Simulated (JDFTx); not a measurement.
# Hg under changes of volume

One of the cells (27.006 Å³/atom); the others are scaled copies at fixed shape and fractional positions:

```
Hg
1.0
    -1.87674    1.87674    1.91684
     1.87674   -1.87674    1.91684
     1.87674    1.87674   -1.91684
Hg
1
Direct
  0.50000 0.50000 0.00000
```

| Item | Value |
| --- | --- |
| Program | JDFTx 1.7.0 (patched build) |
| Functional | PBE |
| Potentials or basis | PseudoDojo-SR-PBE-0.5-standard |
| Cutoff | 898 eV |
| Density cutoff | 3592 eV |
| k mesh | 10 × 10 × 10 |
| Occupations | fermi-dirac, width 0.05 eV |
| Spin | no spin polarisation |

| volume (Å³/atom) | energy over the lowest point (meV/atom) | pressure (GPa) |
| --- | --- | --- |
| 25.385 | ? | ? |
| 25.925 | 20.62 | 2.1 |
| 26.465 | 14.18 | 1.7 |
| 27.006 | 8.88 | 1.3 |
| 27.546 | 4.71 | 1.0 |
| 28.086 | 1.76 | 0.6 |
| 28.626 | 0.00 | 0.3 |

**Question.** What does the run at 25.385 Å³/atom give?

**Answer.** Energy over the lowest point 28.63 meV/atom; pressure 2.7 GPa.

Worked out: A Birch-Murnaghan fit of order 3 (a polynomial in V^(-2/3)) to the other rows has its minimum at 29.15 Å³/atom, just outside them, with B0 = V·E''(V) = 19.1 GPa (rough, since the energies scatter) at fixed shape and positions, which overstates the stiffness. It gives 28.10 meV/atom at 25.385 Å³/atom, against the run's 28.63, and -dE/dV = 2.4 GPa, against 2.7.

Energies are extrapolated to zero smearing.
